White tin is a metal with two atoms in its primitive cell. Here its energy and pressure are computed with a density functional on ever finer k-meshes, while the crystal itself stays fixed. A k-mesh is the grid of electron wave vectors over which the calculation averages, and "5,5,5" means five divisions along each direction. The column "energy less tightest" is the energy, extrapolated to zero smearing, minus that on 15,15,15.

VASP 6.6.1, PBE with PAW potentials (Sn_d), for white tin (I4_1/amd, 2 atoms per cell) at fixed geometry, without spin polarisation or spin-orbit coupling. The plane-wave cutoff is 520 eV, with first-order Methfessel-Paxton smearing of 0.1 eV. The sweep value is the k-mesh; energies are extrapolated to zero smearing, and gaps are taken on the mesh.

```tsv
sweep value	energy less tightest (meV/atom)	pressure (GPa)	gap (eV)	force miss (eV/Å)	scf iterations
2,2,2	-293.92	3.323	0.000	0.000	13
3,3,3	177.32	0.915	0.000	0.000	13
4,4,4	45.36	1.113	0.000	0.000	13
5,5,5	0.60	1.704	0.000	0.000	11
7,7,7	-13.48	1.163	0.000	0.000	11
8,8,8	7.76	1.353	0.000	0.000	13
11,11,11	-1.67	1.343	0.000	0.000	13
13,13,13	-2.07	1.241	0.000	0.000	11
15,15,15	0.00	1.300	0.000	0.000	11
```

### 1. Is the lowest energy the best one?

No. The coarsest mesh, 2,2,2, lies 294 meV/atom below the finest, and the next one, 3,3,3, lies 177 meV/atom above it. The crystal is the same in both rows, so neither number describes a more or less stable tin. A mesh replaces an average over all wave vectors by an average over a sample, and a sample can err either way. A low energy is therefore no argument for a mesh.

### 2. Why does the error change sign?

Hückel rings show the mechanism in its simplest form. A ring of n atoms has n allowed wave vectors, just as a mesh has n along each edge. In units of the coupling between neighbours, the π binding per atom is 4/3 in benzene, 1 in square cyclobutadiene and 4/π in an endless ring. Benzene is thus bound too strongly and cyclobutadiene too weakly, depending on how the few levels fall around the boundary between filled and empty.

In a metal that boundary is the Fermi surface, and by the standard argument each mesh counts the states near it a little too favourably or too unfavourably. The analogy ends with the simple counting rule of the rings. Tin has a Fermi surface of several sheets in three dimensions, and no simple rule in the number of divisions appears: among the odd meshes 3,3,3 lies high and 7,7,7 low, and among the even ones 2,2,2 lies low and 4,4,4 high.

### 3. Why does the error still shrink so fast?

From 2,2,2 to 13,13,13 the spacing of the mesh falls by a factor of 6.5, but the energy miss falls more than a hundredfold. Theory offers three reasons that multiply. A finer mesh leaves a smaller share of the states in doubt at the Fermi surface. Those states lie closer to the Fermi energy, so a wrong count costs less. There are also more separate places where the count can err, and errors of opposite sign partly cancel. The argument gives the general decline, not the sign or size of the miss on one particular mesh. It is only rough for the coarsest meshes, whose few points miss much of the shape of the bands as well as the Fermi surface.

### 4. Does the smearing not smooth this out?

Smearing lets states near the Fermi energy be partly filled. It smooths the sampling well only if its width is comparable to the energy step from one mesh point to the next. Free electrons give that step without any adjustable constant, with four valence electrons per atom and 27.65 Å³ per atom:

- Radius of the Fermi sphere: k_F = (3π² × 4/27.65)^(1/3) ≈ 1.624 Å⁻¹.
- Slope of the energy there: ħ²k_F/m ≈ 2 × 3.81 × 1.624 ≈ 12.4 eV Å, where m is the electron mass and ħ²/2m = 3.81 eV Å².
- Mesh spacing at 15,15,15: the cube root of the zone volume, (2π)³/(2 × 27.65) Å⁻³, divided by 15, or about 0.11 Å⁻¹.
- Energy step: 12.4 × 0.11 ≈ 1.4 eV.

This is more than ten times the smearing width of 0.1 eV, even on the finest mesh. The estimate suggests that the improvement comes mainly from more points and only a little from smearing. It holds to an order of magnitude, because real bands are flatter in places and the step is smaller along the Fermi surface than across it. It also gives no energy error, only a reason why some scatter survives. The printed output lists the step for every mesh.

### 5. Is 5,5,5 a bargain?

Its energy is only 0.6 meV/atom from the final value, but the finer 7,7,7 mesh misses by 13 meV/atom. An error that swings between high and low can land close to zero by chance, and 5,5,5 appears to have done so.

The pressure gives it away, being 0.4 GPa too high. Pressure is minus the slope of energy with volume, so a wrong pressure means that the energy error drifts as the cell expands. One per cent more volume would shift it by about −0.7 meV/atom, which is more than the whole miss at the present volume. A lattice constant from this mesh would be shifted by that drift.

### 6. Which digits can be trusted?

The last three meshes spread over 2 meV/atom, and that is a fair estimate of the uncertainty that the mesh leaves in the energy. A claim of 1 meV/atom would depend on where the sweep stops. Measured from 15,15,15, the 11,11,11 mesh misses that bound; had the sweep ended at 13,13,13, it would have passed with 0.4 meV/atom.

The pressure is settled at 1.3 GPa to within about 0.1 GPa. It does not fade with denser meshes, because it belongs to the chosen cell, which is somewhat smaller than this functional prefers. The zero forces are no test at all: symmetry cancels them on every mesh, even on 2,2,2. To test forces, displace one atom slightly and repeat the sweep.

### 7. What would change with another element?

In silicon, a semiconductor, every band is either full or empty at all wave vectors. No Fermi surface has to be located, the quantity to be averaged is smooth, and a modest mesh usually suffices. For another simple metal, expect the behaviour of tin: an error that shrinks quickly overall but swings on the way.

In practice, judge a metal's mesh by the scatter of several successive meshes, never by one close agreement. For tin in this cell, 8,8,8 serves when about 10 meV/atom and about 0.1 GPa are enough. To rank structures that differ by a few meV/atom, use the densest meshes and check the difference itself, since two structures have different bands and their mesh errors need not cancel.

Numerical output:

```
Mesh by mesh:
       row  points in full zone  energy miss meV/atom  pressure miss GPa  energy less 13x13x13 meV/atom  free-electron energy step eV
     2,2,2                    8                -293.9              2.023                         -291.9                          10.2
     3,3,3                   27                 177.3             -0.385                          179.4                         6.803
     4,4,4                   64                 45.36             -0.187                          47.43                         5.102
     5,5,5                  125                   0.6              0.404                           2.67                         4.082
     7,7,7                  343                -13.48             -0.137                         -11.41                         2.916
     8,8,8                  512                  7.76              0.053                           9.83                         2.551
  11,11,11                 1331                 -1.67              0.043                            0.4                         1.855
  13,13,13                 2197                 -2.07             -0.059                              0                          1.57
  15,15,15                 3375                     0                  0                           2.07                         1.361
Rise in energy from 2x2x2 to 3x3x3 in meV/atom: 471.2
Largest energy miss for 2 to 4 divisions in meV/atom: 293.9
Largest energy miss for 5 to 8 divisions in meV/atom: 13.48
Largest energy miss for 11 and 13 divisions in meV/atom: 2.07
Number of sign changes of the energy miss along the sweep: 4
Energy miss of 7x7x7 over that of 5x5x5 in size: 22.47
Pressure miss of 5x5x5 in percent of the final pressure: 31.08
Change of the 5x5x5 energy miss for 1 percent more volume in meV/atom: -0.6972
Meshes below the tightest that lie within 1 meV/atom of it: 1
Energy spread of the last three meshes in meV/atom: 2.07
Pressure spread of the last three meshes in GPa: 0.102
Largest pressure miss from 8x8x8 on in GPa: 0.059
Free-electron energy step at 15x15x15 over the smearing width: 13.61
Largest force miss of all meshes in eV/angstrom: 0
Largest gap of all meshes in eV: 0
```
